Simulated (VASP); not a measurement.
A run of VASP 6.6.1 is set up as follows.

The input POSCAR:

```
H15NO6
1.0
    6.0276500000      0.0000000000      0.0000000000
    0.0000000000      6.0276500000      0.0000000000
    0.0000000000      0.0000000000      6.0276500000
O H N
6 15 1
Direct
    0.1265335579      0.0986288189      0.1720239231
    0.3887750616      0.2637014425      0.4953174123
    0.6414771926      0.8223768799      0.1031413569
    0.8584937745     -0.0255986993      0.7118362878
    0.7786118968      0.4029431039      0.2782178793
    0.2273191045      0.7826101383      0.5396298723
   -0.0051927368      0.1926289682      0.1990493808
    0.1036556535      0.0057402138      0.0424211757
    0.3309913482      0.1957645185      0.3582988395
    0.3953116057      0.1401707133      0.5945102984
    0.7037236734      0.9147180078      0.2171990743
    0.7133294070      0.8534835301     -0.0364155185
    0.8535333007      0.0932701799      0.6013122859
    0.9768649474     -0.1187859282      0.6642721459
    0.7193516545      0.5291282672      0.1906381426
    0.6427380488      0.3642547261      0.3628943286
    0.2129685698      0.8372914818      0.3867510556
    0.2882217780      0.6291838445      0.5357311722
    0.3220160427      0.6634924058      0.9441324563
    0.1444841688      0.5621096115      1.1419541612
    0.0865677337      0.5345698572      0.8627408692
    0.1615886788      0.6322198535      0.9831194578
```

The input INCAR.step1:

```
SYSTEM = H15NO6
ALGO = Normal ; EDIFF = 1E-4
ENCUT = 520 ; GGA = PE
ISMEAR = -1 ; LASPH = .True.
LCHARG = .False. ; LREAL = Auto
LWAVE = .True. ; NBANDS = 45
NELM = 100 ; PREC = Accurate
SIGMA = 0.02
```

File INCAR.step2:

```
SYSTEM = H15NO6
ALGO = Normal ; EDIFF = 1E-6
ENCUT = 520 ; ISIF = 2
ISMEAR = -1 ; ISTART = 1
LASPH = .True. ; LCHARG = .True.
LELF = .True. ; LMIXTAU = .True.
LREAL = Auto ; LVHAR = .True.
LWAVE = .False. ; METAGGA = R2SCAN
NBANDS = 45 ; NELM = 100
PREC = Accurate ; SIGMA = 0.02
```

The input KPOINTS:

```
k-points
0
Gamma
  1 1 1
  0 0 0
```

Potentials or basis: VASP PAW PBE potentials, release 64 (O, H, N).

The run is started by

```sh
$ cat potpaw_PBE.64/O/POTCAR potpaw_PBE.64/H/POTCAR potpaw_PBE.64/N/POTCAR > POTCAR
$ cp INCAR.step1 INCAR
$ mpirun -np 1 vasp_gam > vasp.out
$ cp INCAR.step2 INCAR
$ mpirun -np 1 vasp_gam > vasp.out
```

Question: Estimate the largest force.

Answer: 1.799 eV/Å.

Question: What does it give for the pressure?

Answer: -1.8 GPa.

Question: What does it give for the band gap on the k mesh?

Answer: 4.11 eV, direct.

Forces in eV/Å, atoms in the order of the input:
```
O   -0.360  0.246  0.617
O    0.232  0.334 -0.680
O   -0.723 -0.740  0.239
O   -1.076  1.279 -0.106
O   -1.070  0.287  0.000
O    0.429 -0.781 -0.601
H    0.324 -0.191 -0.386
H   -0.122 -0.107  0.011
H   -0.248  0.207  0.056
H    0.073 -0.368  0.548
H    0.233  0.136 -0.157
H    0.387  0.548 -0.233
H   -0.052 -0.404  0.592
H    1.125 -0.811 -0.345
H    0.715 -0.189  0.196
H    0.627 -0.219 -0.026
H    0.069 -0.257  0.400
H   -0.487  1.142 -0.160
H   -0.102 -0.303  0.209
H    0.261  0.288 -1.756
H    0.629  0.418  1.030
N   -0.865 -0.515  0.555
```

Caveat: the PAW data sets were made with another functional, which shifts forces and pressure a little. r2SCAN opens gaps a little over a GGA but as a rule still falls short of measured ones.
